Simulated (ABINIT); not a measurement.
Set up this calculation in ABINIT 10.8.3 (patched build), as the native input.

| Property | Result |
| --- | --- |
| Task | band structure |
| Functional | BP86 |
| Potentials or basis | JTH PAW PBE v2.0 |
| Cutoff | 463 eV |
| k mesh | 8 × 8 × 8 |
| Occupations | fermi-dirac, width 0.05 eV |
| Spin | no spin polarisation |
| Fine-grid cutoff | 925.187 eV |
| Exchange and correlation inside the PAW spheres | full angular mesh (pawxcdev 0, this build's default; the released program takes 1) |

Crystal: InAs.

```
In As
1.0
     0.00000    3.01800    3.01800
     3.01800    0.00000    3.01800
     3.01800    3.01800    0.00000
In As
1 1
Cartesian
  0.0000 0.0000 0.0000
  4.5270 4.5270 4.5270
```

These files were run (other wordings do the same):

run.abi

```
ndtset 2

pp_dirpath "./"
pseudos "In.GGA_PBE-JTH.xml, As.GGA_PBE-JTH.xml"

acell 3*1.0
rprim
     0.0000000000     5.7031934441     5.7031934441
     5.7031934441     0.0000000000     5.7031934441
     5.7031934441     5.7031934441     0.0000000000
ntypat 2
znucl 49 33
natom 2
typat 1 2
xcart
     0.0000000000     0.0000000000     0.0000000000
     4.5270000000     4.5270000000     4.5270000000 Angstrom

ecut 462.593566 eV
pawecutdg 34.0

ixc -106132

occopt 3
tsmear 0.00183747

nstep 100

iomode 3
prtwf 0
prteig 0
prtebands 0
enunit 1
prtden1 1

kptopt1 1
ngkpt1 8 8 8
nshiftk1 1
shiftk1 0.0 0.0 0.0
nband1 18
tolvrs1 1.0e-9

iscf2 -2
getden2 1
nband2 22
nbdbuf2 2
tolwfr2 1.0e-12
kptopt2 -9
ndivsm2 8
prteig2 1
prtvol2 -3
kptbounds2
     0.0000000000     0.0000000000     0.0000000000
     0.5000000000     0.0000000000     0.5000000000
     0.5000000000     0.2500000000     0.7500000000
     0.3750000000     0.3750000000     0.7500000000
     0.0000000000     0.0000000000     0.0000000000
     0.5000000000     0.5000000000     0.5000000000
     0.6250000000     0.2500000000     0.6250000000
     0.5000000000     0.2500000000     0.7500000000
     0.5000000000     0.5000000000     0.5000000000
     0.3750000000     0.3750000000     0.7500000000
```

Potentials or basis: JTH PAW PBE v2.0.

Launch:

```bash
$ abinit run.abi > log 2>&1
```

It gave:

| Quantity | Value |
| --- | --- |
| Band gap on the k mesh | none (metal or under the smearing width) |
| Valence electrons inside the program's atomic spheres | In 11.24; As 12.71 |

Caveat: spin-orbit coupling is left out, which moves the levels of the heavy elements; this crystal is a semiconductor, whose small gap the functional closes, so the metal is an error of the method.

Wall time 85 s on 1 thread of Arm Neoverse V2, with other jobs on the host, peak memory 0.16 GiB.
